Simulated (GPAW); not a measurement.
Ir:

```
Ir
1.0
     2.75138    0.00000    0.00000
    -1.37569    2.38276    0.00000
     0.00000    0.00000    4.46229
Ir
2
Direct
  0.33333 0.66667 0.25000
  0.66667 0.33333 0.75000
```

This isn't the form of Ir at room conditions, which is fcc.

Base run:

- Program: GPAW 26.7.0
- Functional: PBEsol
- Potentials or basis: PAW data sets generated in the run's folder for this functional
- Cutoff: 600 eV
- Basis: pw
- k mesh: 11 × 11 × 6
- Occupations: fermi-dirac, width 0.05 eV
- Spin: no spin polarisation

Its results: pressure -13.4 GPa.

**Question.** After a change of settings the same cell gave: pressure 13.2 GPa. Which change was it?
A. k mesh from 11 × 11 × 6 to 9 × 9 × 5; band points from 60 to 80
B. functional from PBEsol to BLYP
C. functional from PBEsol to LDA; potentials or basis from PAW data sets generated in the run's folder for this functional to the program's PAW data sets (release 1.2.1) made for this functional
D. functional from PBEsol to r2SCAN; potentials or basis from PAW data sets generated in the run's folder for this functional to GPAW PAW data sets (gpaw-data 1.2.1)

**Answer.** B.

BLYP binds less tightly than PBEsol, so the same cell stands under more pressure.

Not every run made on this cell is shown here.
